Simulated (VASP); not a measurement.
Elastic constants (GPa) of a crystal from PBEsol GGA, VASP's PBE PAW potentials (set 64) (VASP):

|  | xx | yy | zz | yz | xz | xy |
|---|---|---|---|---|---|---|
| xx | 42.9 | 12.6 | 12.6 | 0.0 | 0.0 | 0.0 |
| yy | 12.6 | 42.9 | 12.6 | 0.0 | 0.0 | 0.0 |
| zz | 12.6 | 12.6 | 42.9 | 0.0 | 0.0 | 0.0 |
| yz | 0.0 | 0.0 | 0.0 | 15.2 | 0.0 | 0.0 |
| xz | 0.0 | 0.0 | 0.0 | 0.0 | 15.2 | 0.0 |
| xy | 0.0 | 0.0 | 0.0 | 0.0 | 0.0 | 15.2 |

Task: Work out the Voigt, Reuss and Hill moduli, Young's modulus and Poisson's ratio.

Result: All eigenvalues are positive (smallest 15.2 GPa), so the crystal is stable. K_V = (C11+C22+C33+2(C12+C13+C23))/9 = (128.7 + 2×37.8)/9 = 22.7 GPa; G_V = (128.7 − 37.8 + 3×45.6)/15 = 15.2 GPa. From the compliances, K_R = 22.7 GPa and G_R = 15.2 GPa. Hill: K = 22.7 GPa, G = 15.2 GPa, E = 9KG/(3K+G) = 37.2 GPa, ν = (3K−2G)/(2(3K+G)) = 0.227. K/G = 1.50, below Pugh's 1.75; universal anisotropy A^U = 0.00.

Task: With a density of 4.32 g/cm³, what are the mean sound speeds?

Result: v_l = √((K+4G/3)/ρ) = 3.15 km/s and v_t = √(G/ρ) = 1.87 km/s. The crystal is LiI (rock salt), cubic.

The compound is LiI in the rock salt structure. It was relaxed first, which changed the volume by -6 %.
